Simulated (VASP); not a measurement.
The system is SnS.

```
CELL_PARAMETERS angstrom
11.20000 0.00000 0.00000
0.00000 3.98700 0.00000
0.00000 0.00000 4.33400
ATOMIC_POSITIONS crystal
Sn 0.11940 0.25000 0.11980
Sn 0.38060 0.75000 0.61980
Sn 0.61940 0.25000 0.38020
Sn 0.88060 0.75000 0.88020
S 0.85080 0.25000 0.47930
S 0.64920 0.75000 0.97930
S 0.35080 0.25000 0.02070
S 0.14920 0.75000 0.52070
```

```yaml
Program: VASP 6.6.1
Task: relaxation of cell and atoms
Functional: PBEsol
Potentials_or_basis: VASP PAW PBE potentials, release 64 (Sn_d, S)
Cutoff: 600 eV
k_mesh: 4 × 8 × 6
Occupations: gaussian, width 0.03 eV
Spin: no spin polarisation
```

At the start: pressure -0.8 GPa; volume 24.19 Å³/atom.

Question: How do energy, volume and symmetry change on relaxing?

Answer: Over 17 steps the energy falls by 3.3 meV/atom and the volume is 23.42 Å³/atom (-3.2 %); space group Pnma (No. 62, to 0.05 Å).

The path:
```csv
step,energy change (eV),largest force (eV/Å),pressure (GPa),volume (Å³)
1,0.0000,0.0741,-0.79,193.53
2,-0.0097,0.1417,0.13,190.21
3,-0.0097,0.1445,0.17,190.10
4,-0.0166,0.0946,0.11,189.32
5,-0.0225,0.0337,0.02,187.85
6,-0.0226,0.0383,0.03,187.65
7,-0.0247,0.0292,-0.04,187.49
8,-0.0246,0.0292,-0.03,187.48
9,-0.0254,0.0155,0.05,187.24
10,-0.0255,0.0152,0.09,187.09
11,-0.0257,0.0241,-0.09,187.58
12,-0.0258,0.0208,-0.02,187.43
13,-0.0258,0.0204,-0.05,187.45
14,-0.0259,0.0183,-0.02,187.43
15,-0.0260,0.0166,-0.01,187.41
16,-0.0262,0.0091,0.02,187.33
17,-0.0262,0.0094,-0.01,187.35
```

Final structure:
```cif
data_structure
_symmetry_space_group_name_H-M 'P 1'
_symmetry_Int_Tables_number 1
_cell_length_a 11.0830
_cell_length_b 3.9845
_cell_length_c 4.2425
_cell_angle_alpha 90.000
_cell_angle_beta 90.000
_cell_angle_gamma 90.000
_cell_volume 187.35
loop_
_atom_site_label
_atom_site_type_symbol
_atom_site_fract_x
_atom_site_fract_y
_atom_site_fract_z
_atom_site_occupancy
Sn1 Sn 0.11831 0.25000 0.11342 1
Sn2 Sn 0.38169 0.75000 0.61342 1
Sn3 Sn 0.61831 0.25000 0.38658 1
Sn4 Sn 0.88169 0.75000 0.88658 1
S1 S 0.85349 0.25000 0.47308 1
S2 S 0.64651 0.75000 0.97308 1
S3 S 0.35349 0.25000 0.02692 1
S4 S 0.14651 0.75000 0.52692 1
```

Caveat: the PAW data sets were made with another functional, which shifts forces and pressure a little.
